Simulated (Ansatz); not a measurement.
# SbPt under pressure

Computed with Ansatz, DFT PBEsol, scalar-relativistic, plane waves, PAW. (420 eV cutoff, 12×12×8 k-mesh, Gaussian smearing of 0.10 eV, no spin polarisation)

The relaxed crystal:

```
Sb Pt
1.0
     4.17078    0.00000    0.00000
    -2.08539    3.61200    0.00000
     0.00000    0.00000    5.46849
Sb Pt
2 2
Direct
  0.33333 0.66667 0.25000
  0.66667 0.33333 0.75000
  0.00000 0.00000 0.00000
  0.00000 0.00000 0.50000
```

Cell and atoms are relaxed at each pressure within the symmetry of the start, at zero temperature, so transitions that lower the symmetry aren't seen. The k-mesh given is that at zero pressure and may differ at others. a, b and c are the lengths of the cell vectors above.

Spin–orbit coupling is left out, which can shift energies with elements as heavy as these.

```csv
P (GPa),V (Å³/atom),V/V0,a (Å),b (Å),c (Å)
-1,20.74,1.007,4.182,4.182,5.479
0,20.60,1.000,4.171,4.171,5.468
1,20.45,0.993,4.160,4.160,5.459
4,20.05,0.973,4.128,4.128,5.434
12,19.18,0.931,4.060,4.060,5.374
25,18.12,0.880,3.973,3.973,5.300
50,16.70,0.811,3.850,3.850,5.205
90,15.26,0.741,3.721,3.721,5.091
```

Problem. What bulk modulus and pressure derivative fit these points?

Solution. A third-order Birch–Murnaghan fit gives B0 = 141 GPa and B0' = 5.0.

Problem. Which cell vector or vectors give way most up to 90 GPa?

Solution. a and b: the changes are a -10.8 %, b -10.8 %, c -6.9 %.